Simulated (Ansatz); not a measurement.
## Work and stress of cleavage in HfO2

The calculation used DFT r2SCAN, scalar-relativistic, plane waves, PAW (Ansatz). The runs took a 500 eV cutoff, a Γ-centred 6×6×3 mesh and Gaussian smearing (0.05 eV). Spin–orbit coupling is left out, which matters for the heavy elements here. No spin polarisation. Energies are free energies at this smearing, counted from the undisturbed cell; pressure is positive in compression.

Zero of the scan (relaxed at this level; this form isn't the usual structure):

```yaml
crystal:
  lattice:
    - [-3.57682, 0.00000, 0.00000]
    - [0.00000, -3.57682, 0.00000]
    - [0.00000, 0.00000, 10.40535]
  atoms:
    - { symbol: Hf, position: [0.50000, 0.50000, 0.95095] }
    - { symbol: Hf, position: [0.50000, 0.50000, 0.45095] }
    - { symbol: Hf, position: [0.00000, 0.00000, 0.70095] }
    - { symbol: Hf, position: [0.00000, 0.00000, 0.20095] }
    - { symbol: O, position: [0.00000, 0.50000, 0.04903] }
    - { symbol: O, position: [0.00000, 0.50000, 0.54903] }
    - { symbol: O, position: [0.50000, 0.00000, 0.10287] }
    - { symbol: O, position: [0.50000, 0.00000, 0.60287] }
    - { symbol: O, position: [0.50000, 0.00000, 0.85287] }
    - { symbol: O, position: [0.50000, 0.00000, 0.35287] }
    - { symbol: O, position: [0.00000, 0.50000, 0.79903] }
    - { symbol: O, position: [0.00000, 0.50000, 0.29903] }
```

The cut lies on the cell's a–b face, a (0 0 1) plane (indices in the standard cell, whose axes needn't be the Cartesian ones shown) of area 12.79 Å², between layers 1.02 Å apart. Vector c is lengthened by d along the normal with the atoms' Cartesian places fixed: one unrelaxed cut a cell. The traction is positive where the two halves pull on each other.

```
d (Å) energy (J/m²) traction (GPa)
-0.30           1.46          -104.3
-0.15           0.34           -47.1
 0.00           0.00             0.0
 0.25           0.76            56.2
 0.50           2.60            87.1
 0.75           4.95            97.9
 1.00           7.34            88.9
 1.50          10.79            50.9
 2.00          12.69            26.5
 3.00          13.98             5.4
 4.50          14.39             1.4
 6.00          14.52             0.6
```

Q: What are the work of separation and the cleavage stress, and do they fit the universal binding curve?

A: The energy levels off near W ≈ 14.52 J/m² (the traction is down to 0.6 GPa), the energy of the two unrelaxed faces, 7.26 J/m² each on average. The largest sampled traction is 97.9 GPa at d = 0.75 Å, and a parabola through it and its two neighbours peaks at σ_max ≈ 97.9 GPa, d ≈ 0.76 Å. The curve E = W[1 − (1 + d/ℓ)exp(−d/ℓ)] peaks in traction at d = ℓ with σ_max = W/(eℓ); with 1 J/m² per Å = 10 GPa this W and σ_max give ℓ = 0.55 Å. A parabola through that curve at the same three d peaks at 0.49 Å, against 0.76 Å here, so the traction peaks further out than on that curve. The cut parts unlike faces (Hf and O); in an ionic crystal that makes them polar, and the energy then depends on the thickness of the slab. The opened faces are metallic here, and spin polarisation, left out, could lower W. Real crystals break at far lower stress, because cracks concentrate it, and on the plane of lowest W, which needn't be this one.

The cut is rigid; relaxing the faces lowers these energies and usually the stresses.

The gap closes along the scan, which can put kinks into the curve.

Cost: 12 runs of about 17 core-minutes in all, on Oxide Virtual Turin-like Processor (Zen 5) (shared hosts).